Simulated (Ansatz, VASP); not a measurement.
**SnPt in two plane-wave programs**

One calculation is typed for both programs; each brings its own data sets. How far apart do they land? The cell is taken from a series of runs on this material, whose earlier steps may have relaxed, scaled, displaced or heated it; both programs get it as it stands.

Method: plane waves, with VASP 6.6.1 beside it; relaxation of cell and atoms at LDA, in Ansatz 0.2.0.

### Step 1. Set-up

Symmetry: P6_3/mmc, No. 194, hexagonal system. Conventional cell: a = 4.101 Å, b = 4.101 Å, c = 5.441 Å, α = 90.00°, β = 90.00°, γ = 120.00°. Nearest to Sn lie 6 Pt at 2.73 Å. Nearest to Pt lie 2 Pt at 2.72 Å and 6 Sn at 2.73 Å. Farther neighbours are not listed.

### Step 2. Ansatz: relaxation of cell and atoms, LDA

Ansatz runs on its default PAW (the set named soft_2) files.

The relaxed volume is the usual yardstick between codes: in a stiff, nearly cubic crystal its relative difference is about their pressure difference at one cell divided by the bulk modulus.

File input.yaml:

```yaml
crystal:
  lattice:
    - [4.1014, 0.0, 0.0]
    - [-2.0507, 3.5519165911, 0.0]
    - [0.0, 0.0, 5.4405]
  atoms:
    - { symbol: Sn, position: [0.3333333333, 0.6666666667, 0.25] }
    - { symbol: Sn, position: [0.6666666667, 0.3333333333, 0.75] }
    - { symbol: Pt, position: [0.0, 0.0, 0.0] }
    - { symbol: Pt, position: [0.0, 0.0, 0.5] }
kpoints:
  mp_grid: { grid: [12, 12, 8] }
hamiltonian:
  xc: lda
scf:
  occupations: { method: gaussian, width: 0.1 }
output:
  forces: true
  stress: true
  eigenvalues: true
relax:
  adjacent_minimum: "off"
  f_tol: 0.005
  max_steps: 60
  cell: { stress_tol: 0.03 }
```

The run is started by

```sh
$ ansatz run input.yaml --threads 4 --pin off --max-ram 8192MiB --backend cpu --events-out ev --progress --plain --runs-dir out
```

Numbers of over 12 decimals in the logs are rounded to 6 here.

The program printed:

```text
Engine: ansatz 0.2.0, aarch64-unknown-linux-gnu
Pseudopotentials: kind: paw
Pseudopotential: Sn, paw, valence charge 14, recommended cutoff 420 eV (normal), Sn.paw.azcp
Pseudopotential: Pt, paw, valence charge 18, recommended cutoff 420 eV (normal), Pt.paw.azcp
Functional definition: SPW92
  exchange = slater_x
  correlation = pw_c
Crystal: 4 atoms, lattice volume = 79.256 Å³
Basis set: ecut = 420 eV, 1555 PW (Γ)
Bands: 39, of which v1, the nominal top of the filled ones, is band 32 counted from 1 (31 counted from 0)
Symmetry: 24 space group operations
Space group: P63/mmc (ITA 194), of the structure as read, at distance tolerance 4.3e-5 Å
k-points: 95 of 1152
Non-local potential: Sn, projectors of the file, l = 0: 2, l = 1: 2, l = 2: 2, l = 3: 2
Non-local potential: Pt, projectors of the file, l = 0: 3, l = 1: 2, l = 2: 2, l = 3: 1
PAW form: soft (Blöchl's): semilocal exchange-correlation on the pseudo side does not see the compensation charge
PAW frozen core: Sn, regenerated for the run's functional, and the local potential with it (the file was generated under x = pbe(κ = 0.804, μ = 0.219515), c = pbe(β = 0.066725))
PAW frozen core: Pt, regenerated for the run's functional, and the local potential with it (the file was generated under x = pbe(κ = 0.804, μ = 0.219515), c = pbe(β = 0.066725))
PAW one-centre angular grid: Sn, 590 points (default); XC on 64 Gauss nodes
PAW one-centre angular grid: Pt, 590 points (default); XC on 64 Gauss nodes
Initial density: superposition of atomic densities (neutral atoms: chi_scale 0, normalization atom), corrected by the library's trained network
Initial wavefunctions: pseudopotential atomic-orbital guess
Functional: x = slater, c = lda
SCF iter   1: F=—  HF=-36251.429478 eV  |F-HF|=—  |Δ(HF+E_count)|=         —  Δρ=7.49e-3  dr2=2.51e-2  ethr=1.77e-3  ⟨swp⟩=6.8  Hψ=14969  notcnv=0  defer=10
preconditioner: auto → LDOS  [metal: Δε(μ)=0.023 eV  Ē_g=15.735 eV  σ=0.100 eV  W_gap=0.13  n_scr=22 (ndim 8)  ℏωp=28.9 eV  f_vac=0.011  D(μ)=1.46/eV (n_scr^D=8)  β→1.0]
SCF iter   2: F=—  HF=-36251.424641 eV  |F-HF|=—  |Δ(HF+E_count)|=   4.84e-3  Δρ=3.65e-3  dr2=8.70e-3  ethr=3.92e-5  ⟨swp⟩=2.0  Hψ=7249  notcnv=0  defer=148
SCF iter   3: F=—  HF=-36251.420073 eV  |F-HF|=—  |Δ(HF+E_count)|=   4.57e-3  Δρ=6.18e-4  dr2=1.75e-4  ethr=1.36e-5  ⟨swp⟩=2.0  Hψ=5819  notcnv=0  defer=148
SCF iter   4: F=—  HF=-36251.419996 eV  |F-HF|=—  |Δ(HF+E_count)|=   7.65e-5  Δρ=8.78e-5  dr2=3.85e-6  ethr=2.74e-7  ⟨swp⟩=2.0  Hψ=6372  notcnv=0  defer=148
SCF iter   5: F=—  HF=-36251.419997 eV  |F-HF|=—  |Δ(HF+E_count)|=   3.06e-7  Δρ=2.55e-5  dr2=5.20e-7  ethr=6.01e-9  ⟨swp⟩=2.0  Hψ=6579  notcnv=0  defer=148
SCF iter   6: F=-36251.419997 eV  HF=-36251.419997 eV  |F-HF|=2.69e-9  |Δ(HF+E_count)|=   1.03e-7  Δρ=5.71e-6  dr2=1.22e-8  ethr=1.56e-10  ⟨swp⟩=9.4  Hψ=16735  notcnv=0
SCF 1 converged in 6 iterations: F = -36251.419997 eV  dr2 = 1.22e-8
  greatest PAW one-centre occupation: 1.000 electrons in one spin orbital (limit 2), on the Pt atom at site 3 (counted from 0), in its partial waves of l = 0
relax step   1: F+E_penalty+E_count = -36251.41999655 eV  Δ(F+E_penalty+E_count) = +0.000e0 eV  max|allowed force component| = 4.626e-18 eV/Å  Δτ_max = 0.0000 Å  P = -1.784 GPa  Ω = 79.256 Å³  (6 SCF iters, dr2 threshold 1.00e-7 eV, accepted)
[...]
relax step   2: F+E_penalty+E_count = -36251.40745587 eV  Δ(F+E_penalty+E_count) = +1.254e-2 eV  max|allowed force component| = 1.850e-17 eV/Å  Δτ_max = 0.0000 Å  P = +3.549 GPa  Ω = 76.821 Å³  energy of the carried Pulay correction = +1.200e-3 eV  (6 SCF iters, dr2 threshold 4.00e-7 eV, rejected (line search))
[...]
relax step   3: F+E_penalty+E_count = -36251.42610737 eV  Δ(F+E_penalty+E_count) = -6.111e-3 eV  max|allowed force component| = 9.252e-18 eV/Å  Δτ_max = 0.0000 Å  P = -0.090 GPa  Ω = 78.426 Å³  energy of the carried Pulay correction = +4.046e-4 eV  (7 SCF iters, accepted)
[...]
relax step   4: F+E_penalty+E_count = -36251.42614526 eV  Δ(F+E_penalty+E_count) = -3.789e-5 eV  max|allowed force component| = 3.701e-17 eV/Å  Δτ_max = 0.0000 Å  P = +0.004 GPa  Ω = 78.385 Å³  energy of the carried Pulay correction = +4.248e-4 eV  (3 SCF iters, dr2 threshold 6.01e-8 eV, accepted)
[...]
relax step   5: F+E_penalty+E_count = -36251.42571118 eV  Δ(F+E_penalty+E_count) = +4.341e-4 eV  max|allowed force component| = 4.799e-17 eV/Å  Δτ_max = 0.0000 Å  P = +0.006 GPa  Ω = 78.385 Å³  stress off target by 6.81e-3 GPa  SCF on the basis re-selected at this cell (its energy is not comparable with the rows above)  (5 SCF iters)
basis re-selected at this cell: Δ(F+E_penalty+E_count) = +4.341e-4 eV, ΔP = +0.003 GPa vs the last step (what re-selecting the basis moved, of the pressure what is left beyond the Pulay correction that the steps carried, after the strain that the cell walked since its last selection, with what the two solves' SCF thresholds leave and, on support functions, any second-order correction that the steps lacked; it is no m [...]
SCF converged after 5 iterations
Free energy (F): -36251.425711 eV
Harris-Foulkes:  -36251.425711 eV  (|F-HF|=1.46e-11)
Internal energy: -36251.418592 eV  (E = F + TS)
E sigma→0 (E₀):  -36251.422152 eV
Entropy (-TS):   -0.007119 eV (-1.780 meV/atom)
Fermi energy:    16.364741 eV
--- Per-component energies (eV) ---
  E_band       = -534.998243
  E_kinetic    = 1661.979320
  E_local      = -5426.044246  (includes V_loc(G=0)·N_el)
  E_nonlocal   = 359.084679
  E_hartree    = 2494.270969
  E_xc         = -1281.042935
  E_vxc        = -806.187952  (∫ρ·V_xc dr)
  E_paw        = -26352.576632  (= ΣΔE_a)
  E_vpaw       = -1312.372443  (= ΣTr[D̂ρ^β])
  E_aug_tail   = 0.000368  (compensation charges beyond the density's cutoff)
  E_ewald      = -7708.867652
  E_core_change = 1.777535  (= ΣΔE_core)
  E_smearing   = -0.007119  (= −TS)
  E_closure    = 0.000000  (closes the sum)
  Σ components = -36251.425711   (vs F -36251.425711, Δ=0.00e0)
--- Forces (eV/Å), atoms counted from 1 ---
  atom   1  Sn    -0.00000000     0.00000000     0.00000000
  atom   2  Sn     0.00000000    -0.00000000    -0.00000000
  atom   3  Pt     0.00000000     0.00000000     0.00000000
  atom   4  Pt     0.00000000    -0.00000000     0.00000000
  max |Σ_I F_I| component: 2.31e-18 eV/Å
--- Stress (GPa, compression-positive) ---
        0.006808       0.000000       0.000000
       -0.000000       0.006808      -0.000000
        0.000000      -0.000000       0.005722
  P = ⅓ Tr σ = 0.0064 GPa (0.064 kbar)
--- Band table (eV; the first three rows and the last of 95) ---
  k-point 0: bands = [... 28 lower, 14.4238, 14.4238, 17.6802, 18.1231, 18.1231, 20.1558, 21.1619, 21.7270, ... 3 higher]
  k-point 1: bands = [... 28 lower, 14.2357, 14.2357, 17.3640, 18.3760, 18.3760, 20.4256, 20.5902, 21.6661, ... 3 higher]
  k-point 2: bands = [... 28 lower, 13.8092, 13.8092, 16.8218, 18.9921, 18.9921, 19.5418, 21.0219, 21.4636, ... 3 higher]
  k-point 94: bands = [... 28 lower, 13.0544, 13.0544, 14.8960, 14.8960, 15.2726, 15.2726, 22.7695, 22.7695, ... 3 higher]
--- Relaxed structure (4 steps of the walk, 3 accepted, 1 SCFs on fresh bases) ---
  F+E_penalty+E_count = -36251.42571118 eV   max|allowed force component| = 4.799e-17 eV/Å   (the final SCF, on the basis selected at the relaxed cell)
  cell:  # Å, volume = 78.3846 Å³
    - [4.092069, 0, 0]
    - [-2.046035, 3.543836, -5.755810066674793e-19]
    - [0, -8.8162218522502e-19, 5.405232]
  atoms:
    - { symbol: Sn, position: [0.333333, 0.666667, 0.25] }
    - { symbol: Sn, position: [0.666667, 0.333333, 0.750000] }
    - { symbol: Pt, position: [0, 0, 0] }
    - { symbol: Pt, position: [0, 0, 0.5] }
```

### Step 3. VASP: relaxation of cell and atoms, LDA

The same cell, functional (in two slightly different forms), mesh and smearing now go to VASP, with its own data sets.

Lines of VASP's logs that name or quote its potential files are left out, and so is its time.

File INCAR:

```
SYSTEM = SnPt
PREC = Accurate
ENCUT = 500
EDIFF = 1E-07
NELM = 120
ISMEAR = 0
SIGMA = 0.1
LREAL = .FALSE.
ALGO = Normal
GGA = PW92
NBANDS = 30
LASPH = .TRUE.
LORBIT = 11
LWAVE = .FALSE.
LCHARG = .FALSE.
ISIF = 3
IBRION = 2
NSW = 80
EDIFFG = -0.005
GGA_COMPAT = .FALSE.
NELMIN = 4
```

File POSCAR:

```
SnPt
1.0
    4.1014000000      0.0000000000      0.0000000000
   -2.0507000000      3.5519170000      0.0000000000
    0.0000000000      0.0000000000      5.4405000000
Sn Pt
2 2
Direct
    0.3333332395      0.6666664790      0.2500000000
    0.6666666197      0.3333332395      0.7500000000
    0.0000000000      0.0000000000      0.0000000000
    0.0000000000      0.0000000000      0.5000000000
```

File KPOINTS:

```
Automatic mesh
0
Gamma
12 12 8
0 0 0
```

The projector-augmented-wave data sets are Sn_d and Pt (LDA family, release 64).

The run is started by

```sh
$ mpirun -np 1 vasp_std
```

The program printed:

```text
[banner, memory and clock lines left out]
running    1 mpi-ranks, on    1 nodes
 distrk:  each k-point on    1 cores,    1 groups
 distr:  one band on    1 cores,    1 groups

 POSCAR found type information on POSCAR SnPt
 POSCAR found :  2 types and       4 ions
|                                                                             |
|               ----> ADVICE to this user running VASP <----                  |
|                                                                             |
|     You enforced a specific xc type in the INCAR file but a different       |
|     [... a line on the potential file left out ...]
|     I HOPE YOU KNOW WHAT YOU ARE DOING!                                     |
|                                                                             |

 LDA part: xc-table for (Slater(with rela. corr.)+PW92), standard interpolation
 POSCAR, INCAR and KPOINTS ok, starting setup
 FFT: planning ... GRIDC
 FFT: planning ... GRID_SOFT
 FFT: planning ... GRID
 WAVECAR not read
 entering main loop
       N       E                     dE             d eps       ncg     rms          rms(c)
DAV:   1     0.487661385411E+03    0.48766E+03   -0.22768E+04  6076   0.233E+03
DAV:   2     0.364395416127E+02   -0.45122E+03   -0.43101E+03  5866   0.609E+02
DAV:   3    -0.245871862318E+02   -0.61027E+02   -0.58219E+02  6412   0.178E+02
DAV:   4    -0.270759640382E+02   -0.24888E+01   -0.24708E+01  6598   0.388E+01
DAV:   5    -0.271550970298E+02   -0.79133E-01   -0.79121E-01  7334   0.718E+00    0.125E+01
DAV:   6    -0.265091044039E+02    0.64599E+00   -0.21233E+00  6366   0.959E+00    0.560E+00
DAV:   7    -0.263881275296E+02    0.12098E+00   -0.18803E-01  7184   0.464E+00    0.295E+00
DAV:   8    -0.263559324096E+02    0.32195E-01   -0.66154E-02  6782   0.185E+00    0.316E-01
DAV:   9    -0.263550652326E+02    0.86718E-03   -0.43652E-03  7216   0.752E-01    0.160E-01
DAV:  10    -0.263549252658E+02    0.13997E-03   -0.80954E-04  7364   0.314E-01    0.373E-02
DAV:  11    -0.263549221642E+02    0.31016E-05   -0.41909E-05  6406   0.602E-02    0.151E-02
DAV:  12    -0.263549208409E+02    0.13233E-05   -0.53766E-06  7256   0.244E-02    0.243E-03
DAV:  13    -0.263549208887E+02   -0.47855E-07   -0.54077E-07  6016   0.456E-03
   1 F= -.26354921E+02 E0= -.26351288E+02  d E =-.263549E+02
[...]
2 F= -.26346373E+02 E0= -.26342910E+02  d E =0.854779E-02
[...]
3 F= -.26358634E+02 E0= -.26355067E+02  d E =-.371284E-02
[...]
4 F= -.26358633E+02 E0= -.26355068E+02  d E =-.371215E-02
[...]
5 F= -.26358732E+02 E0= -.26355184E+02  d E =-.988562E-04
 trial-energy change:   -0.000099  1 .order   -0.000101   -0.000206    0.000004
 step:   0.8540(harm=  0.8551)  dis= 0.00000  next Energy=   -26.358732 (dE=-0.989E-04)
 bond charge predicted
       N       E                     dE             d eps       ncg     rms          rms(c)
DAV:   1    -0.263587324387E+02   -0.51030E-06   -0.14681E-05  6258   0.296E-02    0.368E-03
DAV:   2    -0.263587321281E+02    0.31057E-06   -0.81482E-07  6208   0.105E-02    0.189E-03
DAV:   3    -0.263587320423E+02    0.85824E-07   -0.77990E-08  2928   0.386E-03    0.922E-04
DAV:   4    -0.263587320190E+02    0.23327E-07   -0.64114E-08  2874   0.253E-03
   6 F= -.26358732E+02 E0= -.26355184E+02  d E =-.989811E-04
 curvature:  -0.44 expect dE=-0.265E-05 dE for cont linesearch -0.653E-07
 trial: gam= 0.01203 g(F)=  0.206E-41 g(S)=  0.605E-05 ort =-0.602E-05 (trialstep = 0.869E+00)
 search vector abs. value=  0.594E-05
 reached required accuracy - stopping structural energy minimisation
```

OUTCAR, selected parts (step 3):

```text
ion  position               nearest neighbor table
   1  0.333  0.667  0.250-   3 2.73   4 2.73   3 2.73   4 2.73   3 2.73   4 2.73   2 3.61   2 3.61
                             2 3.61   2 3.61   2 3.61   2 3.61
   2  0.667  0.333  0.750-   3 2.73   4 2.73   3 2.73   4 2.73   3 2.73   4 2.73   1 3.61   1 3.61
                             1 3.61   1 3.61   1 3.61   1 3.61
   3  0.000  0.000  0.000-   4 2.72   4 2.72   1 2.73   2 2.73   2 2.73   1 2.73   1 2.73   2 2.73

  LATTYP: Found a hexagonal cell.
 ALAT       =     4.1014000000
 C/A-ratio  =     1.3264982689

 Subroutine GETGRP returns: Found 24 space group operations
 (whereof 12 operations were pure point group operations)

The static configuration has the point symmetry D_3d.
 The point group associated with its full space group is D_6h.

 Found     95 irreducible k-points:

   k-points           NKPTS =     95   k-points in BZ     NKDIM =     95   number of bands    NBANDS=     30

   dimension x,y,z NGX =    30 NGY =   30 NGZ =   40
   dimension x,y,z NGXF=    60 NGYF=   60 NGZF=   80

   ENCUT  =  500.0 eV  36.75 Ry    6.06 a.u.   7.48  7.48  9.92*2*pi/ulx,y,z

   NELECT =      48.0000    total number of electrons

 k-points in reciprocal lattice and weights: Automatic mesh
   0.00000000  0.00000000  0.00000000       0.001
   0.08333333  0.00000000  0.00000000       0.005
   0.16666667  0.00000000  0.00000000       0.005
   0.25000000  0.00000000  0.00000000       0.005
   0.33333333 -0.00000000  0.00000000       0.005
   0.41666667  0.00000000  0.00000000       0.005
   0.50000000  0.00000000  0.00000000       0.003
   0.08333333  0.08333333  0.00000000       0.005
   0.16666667  0.08333333  0.00000000       0.010
[...]
0.33333333  0.25000000  0.50000000       0.010
   0.33333333  0.33333333  0.50000000       0.002

 average (electrostatic) potential at core
       1 -96.8608       2 -96.8608       3 -64.4862       4 -64.4862

 E-fermi :   9.9121

 k-point     1 :       0.0000    0.0000    0.0000
  band No.  band energies     occupation
    ...
     18       5.6550      2.00000
     19       6.6228      2.00000
     20       6.6228      2.00000
     21       7.9600      2.00000
     22       7.9600      2.00000
     23      11.2063      0.00000
     24      11.6706      0.00000
     25      11.6706      0.00000
     26      13.7073      0.00000
     27      14.6971      0.00000
    ...

 k-point     2 :       0.0833    0.0000    0.0000
  band No.  band energies     occupation
    ...
     18       5.6538      2.00000
     19       6.5587      2.00000
     20       6.6479      2.00000
     21       7.9471      2.00000
     22       7.9614      2.00000
     23      10.9581      0.00000
     24      11.1580      0.00000
     25      11.4373      0.00000
     26      13.4825      0.00000
     27      14.7371      0.00000
    ...

 k-point     3 :       0.1667    0.0000    0.0000
  band No.  band energies     occupation
    ...
     19       6.3973      2.00000
     20       6.7177      2.00000
     21       7.9149      2.00000
     22       7.9656      2.00000
     23       9.5991      1.99999
     24      10.8376      0.00000
     25      10.9922      0.00000
     26      13.0598      0.00000
     27      14.6266      0.00000
     28      15.2708      0.00000
    ...

  Total        0.0087361      0.0087361      0.0186838      0.0000000      0.0000000      0.0000000
  in kB        0.1781862      0.1781862      0.3810823      0.0000000      0.0000000      0.0000000
  external PRESSURE =       0.2458182 kB  Pullay stress =       0.0000000 kB

  energy-cutoff  :      500.00
  volume of cell :       78.55
      direct lattice vectors                 reciprocal lattice vectors
     4.094654173  0.000000000 -0.000000000     0.244220869  0.141000968  0.000000000
    -2.047327087  3.546074940 -0.000000000     0.000000000  0.282001936  0.000000000
     0.000000000  0.000000000  5.409920257     0.000000000  0.000000000  0.184845608

 POSITION                                       TOTAL-FORCE (eV/Angst)
 -----------------------------------------------------------------------------------
      0.00000      2.36405      1.35248         0.000000     -0.000000      0.000000
      2.04733      1.18202      4.05744        -0.000000      0.000000     -0.000000
     -2.04733      3.54607     -0.00000         0.000000      0.000000     -0.000000
      2.04733      3.54607      2.70496        -0.000000      0.000000     -0.000000
 -----------------------------------------------------------------------------------
    total drift:                                0.000000      0.000419      0.000000

  FREE ENERGIE OF THE ION-ELECTRON SYSTEM (eV)
  ---------------------------------------------------
  free  energy   TOTEN  =       -26.3587320190 eV

  energy  without entropy=      -26.3516363128  energy(sigma->0) =      -26.35518417

 reached required accuracy - stopping structural energy minimisation

 total charge
# of ion       s       p       d       tot
------------------------------------------
    1        1.134   1.157  10.067  12.359
    2        1.134   1.157  10.067  12.359
    3        0.706   0.602   8.205   9.513
    4        0.706   0.602   8.205   9.513
--------------------------------------------------
tot          3.680   3.518  36.545  43.743

[... 3 further parts left out ...]
```

### Step 4. Side by side

Known differences besides the potentials themselves: the data sets hold 64 valence electrons in Ansatz (on its default PAW (the set named soft_2) files) and 48 in VASP; the cutoff is 420 eV in Ansatz and 500 eV in VASP; VASP's log shows a relativistic correction to its local exchange, Ansatz's none; Ansatz adds a Pulay correction to the stress that steers its cell, VASP none. Total energies have different zeros and are not compared.

Both answers:

```csv
quantity,Ansatz,VASP,difference
volume (Å³),78.38,78.55,-0.21 %
"edge a after relaxation, in the typed setting (Å)",4.092,4.095,-0.06 %
"edge c after relaxation, in the typed setting (Å)",5.405,5.410,-0.09 %
```

### Step 5. Summary of results

```yaml
difference_in_volume_relaxation_of_cell_and_atoms_lda: -0.21 %
```

What this shows: The difference in volume is -0.21 % (relaxation of cell and atoms, LDA), within the 1.2 % picked in this series as the mark of a large difference, as far as the stopping tolerances let one tell. The data sets hold unlike numbers of valence electrons (64 in Ansatz and 48 in VASP), so part of the differences comes from the potentials. Such differences can come from data sets, numerical settings and the points named under the comparisons, not from the functional's error against experiment.

[Lines on the potential files, build, host, timing and source positions are cut from VASP's logs without a mark.]

[Logs are printed without paths, hosts, clocks, repeated set-up lines and the standing remarks that a program may print on its own settings, such as how far it seeks lower states.]

[Hosts, paths, dates, database ids (printed as entryN), source tags and the programs' standing remarks are cut or masked in the printed files.]
